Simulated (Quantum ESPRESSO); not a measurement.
K under changes of volume

One of the cells (78.519 Å³/atom); the others are scaled copies at fixed shape and fractional positions:

```
CELL_PARAMETERS angstrom
-2.69756 2.69756 2.69756
2.69756 -2.69756 2.69756
2.69756 2.69756 -2.69756
ATOMIC_POSITIONS crystal
K 0.00000 0.00000 0.00000
```

| Property | Result |
| --- | --- |
| Program | Quantum ESPRESSO 7.5 |
| Functional | r2SCAN |
| Potentials or basis | SG15 PBE 1.2 |
| Cutoff | 952 eV |
| Density cutoff | 3810 eV |
| k mesh | 5 × 5 × 5 |
| Occupations | fermi-dirac, width 0.05 eV |
| Spin | no spin polarisation |

```tsv
volume (Å³/atom)	energy over the lowest point (meV/atom)	pressure (GPa)
73.807	?	?
75.378	0.00	0.0
76.948	0.08	0.0
78.519	0.82	-0.1
80.089	2.15	-0.2
81.659	4.02	-0.2
83.230	6.39	-0.3
```

Problem. What does the run at 73.807 Å³/atom give?

Solution. Energy over the lowest point 0.64 meV/atom; pressure 0.1 GPa.

Worked out: A Birch-Murnaghan fit of order 3 (a polynomial in V^(-2/3)) to the other rows has its minimum at 75.97 Å³/atom with B0 = V·E''(V) = 3.4 GPa and B' = 3.6. It gives 0.64 meV/atom at 73.807 Å³/atom, against the run's 0.64, and -dE/dV = 0.1 GPa, against 0.1.

Energies are extrapolated to zero smearing.

Caveats: the potentials were made for another functional, which shifts forces and pressure.
